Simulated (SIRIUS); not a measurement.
# CaS (Oldhamite): equation of state with PBEsol

The system is CaS (Oldhamite).

```
CELL_PARAMETERS angstrom
0.00000 2.84300 2.84300
2.84300 0.00000 2.84300
2.84300 2.84300 0.00000
ATOMIC_POSITIONS crystal
Ca 0.00000 0.00000 0.00000
S 0.50000 0.50000 0.50000
```

```json
{
 "Program": "SIRIUS 7.12.0",
 "Task": "equation of state",
 "Functional": "PBEsol",
 "Potentials or basis": "all-electron FP-LAPW",
 "Cutoff": "158 eV",
 "Basis": "apw+lo standard",
 "k mesh": "8 × 8 × 8",
 "Occupations": "fermi-dirac, width 0.05 eV",
 "Spin": "no spin polarisation",
 "Muffin tin radii": "Ca 2.4, S 2.29 bohr",
 "Basis cutoff (gk_cutoff)": "3.41 1/bohr",
 "Cutoff of density and potential (pw_cutoff)": "20 1/bohr",
 "lmax of the basis": "10",
 "lmax of density and potential": "8",
 "Valence relativity": "iora",
 "Core states": "Ca 1s2s2p, S 1s2s",
 "Local orbitals (radial functions)": "Ca 12, S 11",
 "Smallest sphere radius times basis cutoff": "7.81"
}
```

* Equilibrium volume: 22.33 Å³/atom
* Bulk modulus: 62 GPa
* Pressure derivative of the bulk modulus: 4.4

Energy against volume, from the lowest point:
| volume (Å³/atom) | energy (meV/atom) |
| --- | --- |
| 21.600 | 4.69 |
| 22.060 | 0.42 |
| 22.519 | 0.00 |
| 22.979 | 3.21 |
| 23.439 | 9.38 |
| 23.898 | 18.44 |
| 24.358 | 30.01 |

All runs of the series together: 4.2 min on 1 thread of Arm Neoverse V1, on a shared host.
